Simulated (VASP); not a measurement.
Input of a VASP 6.6.1 run:

Contents of INCAR:

```
PREC = Accurate ; ENCUT = 600
EDIFF = 1E-7 ; ISMEAR = 1
SIGMA = 0.1 ; LREAL = F
LASPH = T ; NELM = 80
ALGO = Normal ; ISIF = 4
LWAVE = F ; LCHARG = F
METAGGA = R2SCAN ; LMIXTAU = T
IBRION = 2 ; NSW = 40
EDIFFG = -0.01
```

File KPOINTS:

```
Automatic mesh
0
Gamma
  9 9 12
```

POSCAR

```
Zr                                      
1.0
    5.1010567627      0.0000000000      0.0000000000
   -2.5505283813      4.4176447405      0.0000000000
    0.0000000000      0.0000000000      3.2035504729
  Zr            
     3
Direct
     0.6666666699999979    0.3333333300000021    0.5000000000000000
     0.3333333300000021    0.6666666699999979    0.5000000000000000
     0.0000000000000000    0.0000000000000000    0.0000000000000000
```

Potentials or basis: VASP PAW PBE potentials, release 64 (Zr_sv).

Launch:

```sh
$ cat potpaw_PBE.64/Zr_sv/POTCAR > POTCAR
$ mpirun -np 1 vasp_std > vasp.out
```

(1) Estimate the band gap on the k mesh.

(2) What does it give for the energy gained by relaxing?

Results:

(1) none (metal or under the smearing width).

(2) 0.0 meV/atom.
